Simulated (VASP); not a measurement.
Set up this calculation in VASP 6.6.1, as the native input.

| Property | Result |
| --- | --- |
| Task | band structure |
| Functional | PBE |
| Potentials or basis | VASP PAW PBE potentials, release 64 (Ag, Cl) |
| Cutoff | 520 eV |
| k mesh | 6 × 6 × 6 |
| Occupations | gaussian, width 0.03 eV |
| Spin | spin-orbit coupling, no magnetisation |
| Further INCAR settings | ALGO = Fast; EDIFF = 1e-06; NBANDS = 30 |

The structure of AgCl (Chlorargyrite) lies in POSCAR:

```
AgCl                                    
1.0
    0.0000000000      2.7224909976      2.7224909976
    2.7224909976      0.0000000000      2.7224909976
    2.7224909976      2.7224909976      0.0000000000
  Ag              Cl            
     1     1
Direct
     0.0000000000000000    0.0000000000000000    0.0000000000000000
     0.5000000000000000    0.5000000000000000    0.5000000000000000
```

The input as run:

INCAR

```
SYSTEM = AgCl
  ALGO = Fast
  EDIFF = 1E-6
  ENCUT = 520
  GGA = PE
  GGA_COMPAT = .FALSE.
  ISIF = 2
  ISMEAR = 0
  LASPH = .TRUE.
  LCHARG = .FALSE.
  LMAXMIX = 4
  LNONCOLLINEAR = .TRUE.
  LORBIT = 11
  LREAL = .FALSE.
  LSORBIT = .TRUE.
  LWAVE = .FALSE.
  MAGMOM = 0 0 0 0 0 0
  NBANDS = 30
  NELM = 80
  PREC = Accurate
  SIGMA = 0.03
```

KPOINTS

```
k-points
0
G
  6 6 6
  0 0 0
```

KPOINTS_OPT

```
explicit points
302
Reciprocal
 0.0000000000  0.0000000000  0.0000000000 1
 0.0263157895  0.0000000000  0.0263157895 1
 0.0526315789  0.0000000000  0.0526315789 1
 0.0789473684  0.0000000000  0.0789473684 1
 0.1052631579  0.0000000000  0.1052631579 1
 0.1315789474  0.0000000000  0.1315789474 1
[... 294 lines left out ...]
 0.4892271500  0.0107728500  0.5000000000 1
 0.5107728500 -0.0107728500  0.5000000000 1
```

Potentials or basis: VASP PAW PBE potentials, release 64 (Ag, Cl).

The run is started by

```console
$ cat potpaw_PBE.64/Ag/POTCAR potpaw_PBE.64/Cl/POTCAR > POTCAR
$ mpirun -np 1 vasp_ncl > vasp.out
```

It gave:

| Item | Value |
| --- | --- |
| Pressure | 4.6 GPa |
| Valence electrons inside the program's atomic spheres | Ag 9.74; Cl 5.09 |

Run time: 4.5 min on 1 thread of AMD EPYC 9R45 (Zen 5), on a shared host, peak memory 0.25 GiB.
